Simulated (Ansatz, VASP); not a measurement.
## BN in VASP and in Ansatz

```
B N
1.0
     2.64338    0.00000    0.00000
    -1.32169    2.28924    0.00000
     0.00000    0.00000    5.97721
B N
2 2
Direct
  0.33333 0.66667 0.25000
  0.66667 0.33333 0.75000
  0.33333 0.66667 0.75000
  0.66667 0.33333 0.25000
```

Alike in both runs: task single point; functional PBEsol; k mesh 12 × 12 × 4; occupations gaussian, width 0.05 eV; no spin polarisation.

|  | VASP | Ansatz |
| --- | --- | --- |
| version | VASP 6.6.1 | Ansatz 0.2.0 |
| potentials or method | VASP PAW PBE potentials, release 64 (B, N) | scalar-relativistic, plane waves, PAW |
| plane-wave cutoff (eV) | 520 | 420 |
| valence electrons in the cell | 16 | 16 |

|  | VASP | Ansatz | Ansatz less VASP |
| --- | --- | --- | --- |
| gap on the k mesh at the Fermi level (eV) | 3.76 | 3.77 | +0.008 |
| least direct gap on the mesh (eV) | 3.93 | 3.94 | +0.008 |

With one functional, cell and mesh, what is left measures potentials, basis and numerics.

 A k mesh can miss the band edges. A hybrid or GW would open this gap; PBEsol tends to underestimate it.
